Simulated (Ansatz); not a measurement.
**Bi2Te3: stress in a strained cell**

Bi2Te3 is deformed so: equal xy, yz and zx engineering shear strains of +1 %. What stress and forces result, by LAPW, PAW and all-electron datasets made for the crystal?

Program: Ansatz 0.2.0. Level of theory: DFT LDA, scalar-relativistic. These are calculated values, not measurements.

### Step 1. The system as given

The structure is trigonal, space group R3m (No. 160). Conventional cell: a = 4.417 Å, b = 4.417 Å, c = 29.840 Å, α = 90.00°, β = 90.00°, γ = 120.00°. Bi (site symmetry 3m) has 3 Te at 3.03 Å and 3 Bi at 3.43 Å as nearest neighbours. Around Bi (site symmetry 3m) lie 3 Te at 3.27 Å and 3 Bi at 3.43 Å. Te (site symmetry 3m) is surrounded by 6 Te at 3.04 to 3.45 Å. Around Te (site symmetry 3m) lie 3 Bi at 3.03 Å and 3 Te at 3.45 Å. Around Te (site symmetry 3m) lie 3 Te at 3.04 Å and 3 Bi at 3.27 Å.

Structure file:

```cif
data_structure
_symmetry_space_group_name_H-M 'P 1'
_symmetry_Int_Tables_number 1
_cell_length_a 10.2684
_cell_length_b 10.2684
_cell_length_c 10.2684
_cell_angle_alpha 24.840
_cell_angle_beta 24.840
_cell_angle_gamma 24.840
_cell_volume 168.06
loop_
_atom_site_label
_atom_site_type_symbol
_atom_site_fract_x
_atom_site_fract_y
_atom_site_fract_z
_atom_site_occupancy
Bi1 Bi 0.81200 0.81200 0.81200 1
Bi2 Bi 0.40200 0.40200 0.40200 1
Te1 Te 0.61100 0.61100 0.61100 1
Te2 Te 0.20000 0.20000 0.20000 1
Te3 Te 0.00000 0.00000 0.00000 1
```

Atoms are numbered in the order of the input: Bi1, Bi2, Te3, Te4, Te5.

### Step 2. The deformed structure

Space group R3m before, P1 after.

### Step 3. Full-potential LAPW

input.yaml

```yaml
crystal:
  lattice:
    - [2.2646099979, 1.3358546497, 9.9640879002]
    - [-2.1523925099, 1.3137696371, 9.9420028877]
    - [0.0369825621, -2.5004242369, 9.9339192121]
  atoms:
    - { symbol: Bi, position: [0.812, 0.812, 0.812] }
    - { symbol: Bi, position: [0.402, 0.402, 0.402] }
    - { symbol: Te, position: [0.611, 0.611, 0.611] }
    - { symbol: Te, position: [0.2, 0.2, 0.2] }
    - { symbol: Te, position: [0.0, 0.0, 0.0] }
kpoints:
  mp_grid: { grid: [8, 8, 8] }
  band_path:
    path:
      - [0.0, 0.0, 0.0]
      - [-0.5, -0.5, -0.5]
      - [0.5, 0.0, 0.0]
      - [0.0, 0.0, 0.0]
      - [0.0, 0.0, 0.5]
      - [0.0, -0.5, 0.0]
      - [0.0, 0.0, 0.0]
      - [0.5, 0.0, 0.5]
      - [-0.5, -0.5, 0.0]
    npoints: 5
scf:
  occupations: { method: fermi_dirac, width: 0.08 }
hamiltonian:
  xc: lda
  pseudopotentials: { kind: all_electron, lapw: { basis_error: 0.001 } }
output:
  forces: true
  stress: true
  eigenvalues: true
```

Started as:

```console
ansatz run input.yaml --threads 2 --pin off --max-ram 8192MiB --backend cpu --events-out ev --progress --plain --runs-dir out
```

### Step 4. PAW on the default files

input.yaml

```yaml
crystal:
  lattice:
    - [2.2646099979, 1.3358546497, 9.9640879002]
    - [-2.1523925099, 1.3137696371, 9.9420028877]
    - [0.0369825621, -2.5004242369, 9.9339192121]
  atoms:
    - { symbol: Bi, position: [0.812, 0.812, 0.812] }
    - { symbol: Bi, position: [0.402, 0.402, 0.402] }
    - { symbol: Te, position: [0.611, 0.611, 0.611] }
    - { symbol: Te, position: [0.2, 0.2, 0.2] }
    - { symbol: Te, position: [0.0, 0.0, 0.0] }
kpoints:
  mp_grid: { grid: [8, 8, 8] }
scf:
  occupations: { method: fermi_dirac, width: 0.08 }
hamiltonian:
  xc: lda
  pseudopotentials: { kind: paw }
output:
  forces: true
  stress: true
  eigenvalues: true
  efg: { contact_densities: true }
```

### Step 5. Datasets made for this crystal

input.yaml, as its differences from that of step 4:

```diff
@@ -17,3 +17,3 @@
   xc: lda
-  pseudopotentials: { kind: paw }
+  pseudopotentials: { kind: all_electron, datasets: crystal }
 output:
```

(Steps that only read results are left out.)

Q: Predict the outcome of this session. Wanted: pressure; largest shear or deviatoric stress.

**Answer**, as computed:

| quantity | value |
| --- | --- |
| pressure | LAPW -1.86, PAW -1.88, crystal datasets -1.86 GPa |
| largest shear or deviatoric stress (LAPW) | 0.74 GPa |

In words: The largest part of the stress beyond the pressure is 0.74 GPa in size, in the zz component; the atoms are carried along and not relaxed. No run of the undeformed cell stands beside it, so the pressure holds what the given cell had before the change. PAW: stress within 0.02 GPa of LAPW, forces within 2 meV/Å. Crystal datasets: stress within 0.01 GPa of LAPW, forces within 1 meV/Å. Spin-orbit coupling is left out, though the cell holds Bi; in elements this heavy it can shift bands and gaps by tenths of an eV.
